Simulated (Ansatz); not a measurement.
**SrCl2: how the settings move a single-point run**

How sensitive is a single-point run of SrCl2 to its settings? A reference run comes first, then six runs with altered input. The cell is built on a prototype (CdI2 type) and needn't be the phase found in nature.

Computed with Ansatz 0.2.0 (reference: DFT, HSE06, plane waves, PAW, unless a step's input says otherwise).

2 further runs of the same task are left out: 1 for a known fault of the program, 1 that didn't finish.

## 1. The starting structure

Symmetry: P-3m1, No. 164, trigonal system. The conventional cell has a = 4.407 Å, b = 4.407 Å, c = 5.596 Å, α = 90.00°, β = 90.00°, γ = 120.00°. Around Sr (site symmetry -3m) lie 6 Cl at 2.90 Å. Cl (site symmetry 3m) is surrounded by 3 Sr at 2.90 Å.

Structure file:

```cif
data_structure
_symmetry_space_group_name_H-M 'P 1'
_symmetry_Int_Tables_number 1
_cell_length_a 4.4072
_cell_length_b 4.4072
_cell_length_c 5.5961
_cell_angle_alpha 90.000
_cell_angle_beta 90.000
_cell_angle_gamma 120.000
_cell_volume 94.13
loop_
_atom_site_label
_atom_site_type_symbol
_atom_site_fract_x
_atom_site_fract_y
_atom_site_fract_z
_atom_site_occupancy
Sr1 Sr 0.00000 0.00000 0.00000 1
Cl1 Cl 0.33333 0.66667 0.24870 1
Cl2 Cl 0.66667 0.33333 0.75130 1
```

## 2. Reference

Input file input.yaml:

```yaml
crystal:
  lattice:
    - [4.4072489055, 0.0, 0.0]
    - [-2.2036244528, 3.816789513, 0.0]
    - [0.0, 0.0, 5.5960650195]
  atoms:
    - { symbol: Sr, position: [0.0, 0.0, 0.0] }
    - { symbol: Cl, position: [0.3333333333, 0.6666666667, 0.2486950203] }
    - { symbol: Cl, position: [0.6666666667, 0.3333333333, 0.7513049797] }
kpoints:
  mp_grid: { grid: [6, 6, 2] }
hamiltonian:
  xc: hse06
scf:
  occupations: { method: fixed }
  n_extra_bands: 4
output:
  forces: true
  stress: true
  eigenvalues: true
```

Launch:

```sh
ansatz run input.yaml --threads 4 --pin off --max-ram 3686MiB --backend cpu --events-out ev --progress --plain --runs-dir out
```

## 3. Changed: mp_grid.grid [6, 6, 4], xc r2scan

Changes to input.yaml since step 2:

```diff
@@ -10,5 +10,5 @@
 kpoints:
-  mp_grid: { grid: [6, 6, 2] }
+  mp_grid: { grid: [6, 6, 4] }
 hamiltonian:
-  xc: hse06
+  xc: r2scan
 scf:
```

## 4. Changing settings: exchange pbe, correlation pbe, coeff 0.2, omega 0.3

Changes to input.yaml since step 2:

```diff
@@ -12,3 +12,3 @@
 hamiltonian:
-  xc: hse06
+  xc: { exchange: pbe, correlation: pbe, exx: { coeff: 0.2, omega: 0.3 } }
 scf:
```

## 5. Variant: exchange pbe, correlation pbe, coeff 0.3, omega 0.1

Changes to input.yaml since step 2:

```diff
@@ -12,3 +12,3 @@
 hamiltonian:
-  xc: hse06
+  xc: { exchange: pbe, correlation: pbe, exx: { coeff: 0.3, omega: 0.1 } }
 scf:
```

## 6. Variant: exchange pbe, correlation pbe, coeff 0.3, omega 0.3

Changes to input.yaml since step 2:

```diff
@@ -12,3 +12,3 @@
 hamiltonian:
-  xc: hse06
+  xc: { exchange: pbe, correlation: pbe, exx: { coeff: 0.3, omega: 0.3 } }
 scf:
```

## 7. Variant: exchange pbe, correlation pbe, coeff 0.5, omega 0.1

Changes to input.yaml since step 2:

```diff
@@ -12,3 +12,3 @@
 hamiltonian:
-  xc: hse06
+  xc: { exchange: pbe, correlation: pbe, exx: { coeff: 0.5, omega: 0.1 } }
 scf:
```

## 8. Changed: occupations.method methfessel_paxton, occupations.width 0.2

Changes to input.yaml since step 2:

```diff
@@ -14,3 +14,3 @@
 scf:
-  occupations: { method: fixed }
+  occupations: { method: methfessel_paxton, width: 0.2 }
   n_extra_bands: 4
```

Before running it: what results should come out? Wanted: for each run, ending; energy change; pressure; gap; force.

**Answer**, as computed:

| run | ending | energy change | pressure (GPa) | gap (eV) | force (eV/Å) | cycles | time |
| --- | --- | --- | --- | --- | --- | --- | --- |
| reference | converged | 0 | 0.8 | 6.46 | 0.06 | 12 | 20 s |
| 1: mp_grid.grid [6, 6, 4], xc r2scan | converged | not comparable | 0.6 | 5.79 | 0.01 | 6 | 3.7 s |
| 2: exchange pbe, correlation pbe, coeff 0.2, omega 0.3 | converged | not comparable | 0.9 | 6.00 | 0.04 | 12 | 20 s |
| 3: exchange pbe, correlation pbe, coeff 0.3, omega 0.1 | converged | not comparable | 0.7 | 7.15 | 0.07 | 13 | 21 s |
| 4: exchange pbe, correlation pbe, coeff 0.3, omega 0.3 | converged | not comparable | 0.7 | 6.43 | 0.06 | 12 | 21 s |
| 5: exchange pbe, correlation pbe, coeff 0.5, omega 0.1 | converged | not comparable | 0.3 | 8.50 | 0.12 | 17 | 25 s |
| 6: occupations.method methfessel_paxton, occupations.width 0.2 | converged | 0.0 meV/atom (σ→0) | 0.8 | 6.46 | 0.06 | 12 | 20 s |

Residual by cycle in the longest SCF loop of each run; runs are numbered as in the table. The quantity is the density residual dr2, in eV.

| cycle | reference | run 1 | run 2 | run 3 | run 4 | run 5 | run 6 |
| --- | --- | --- | --- | --- | --- | --- | --- |
| 1 | 0.00769 | 0.00961 | 0.00488 | 0.0104 | 0.00982 | 8.1e-6 | 0.00768 |
| 2 | 0.00127 | 0.00299 | 7.2e-4 | 0.00214 | 0.00165 | 2.3e-6 | 0.00127 |
| 3 | 3.9e-4 | 1.2e-4 | 2.0e-4 | 6.6e-4 | 4.8e-4 | 2.1e-7 | 3.8e-4 |
| 4 | 8.0e-6 | 5.8e-6 | 3.4e-6 | 2.2e-5 | 1.0e-5 | 4.3e-8 | 7.9e-6 |
| 5 | 4.9e-6 | 2.2e-7 | 1.2e-6 | 1.4e-5 | 6.5e-6 | 4.3e-9 | 5.5e-6 |
| 6 | 1.9e-7 | 2.1e-8 | 7.3e-8 | 4.4e-7 | 2.7e-7 | 2.1e-9 | 2.2e-7 |
| 7 | - | - | - | - | - | 5.9e-10 | - |

«occupations.method methfessel_paxton, occupations.width 0.2» leaves the energy as it was. Of the variants the dearest is «exchange pbe, correlation pbe, coeff 0.5, omega 0.1» (25 s), the cheapest «mp_grid.grid [6, 6, 4], xc r2scan» (3.7 s), on a shared host.
